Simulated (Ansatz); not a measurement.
# Rh under changes of volume

One of the cells (13.671 Å³/atom); the others are scaled copies at fixed shape and fractional positions:

```xyz
1
Lattice="0.0000 1.8979 1.8979 1.8979 0.0000 1.8979 1.8979 1.8979 0.0000" Properties=species:S:1:pos:R:3 pbc="T T T"
Rh    0.0000    0.0000    0.0000
```

```yaml
Program: Ansatz 0.2.0
Functional: r2SCAN
Potentials_or_basis: Ansatz PAW
Cutoff: "500 eV (not typed: the program's choice for these potentials)"
k_mesh: 12 × 12 × 12
Occupations: fermi-dirac, width 0.05 eV
Spin: no spin polarisation
```

```csv
volume (Å³/atom),energy over the lowest point (meV/atom),pressure (GPa)
12.851,?,?
13.125,23.67,13.8
13.398,6.28,6.9
13.671,0.00,0.8
13.945,3.54,-4.6
14.218,15.75,-9.4
14.492,35.60,-13.5
```

Q: What does the run at 12.851 Å³/atom give?

A: Energy over the lowest point 53.60 meV/atom; pressure 21.6 GPa.

Worked out: A Birch-Murnaghan fit of order 3 (a polynomial in V^(-2/3)) to the other rows has its minimum at 13.70 Å³/atom with B0 = V·E''(V) = 284 GPa and B' = 5.4. It gives 53.83 meV/atom at 12.851 Å³/atom, against the run's 53.60, and -dE/dV = 21.7 GPa, against 21.6.

Energies are extrapolated to zero smearing.

Caveats: the PAW data sets come from PBE, with cores solved anew for the run's functional, which leaves a small shift of forces and pressure.
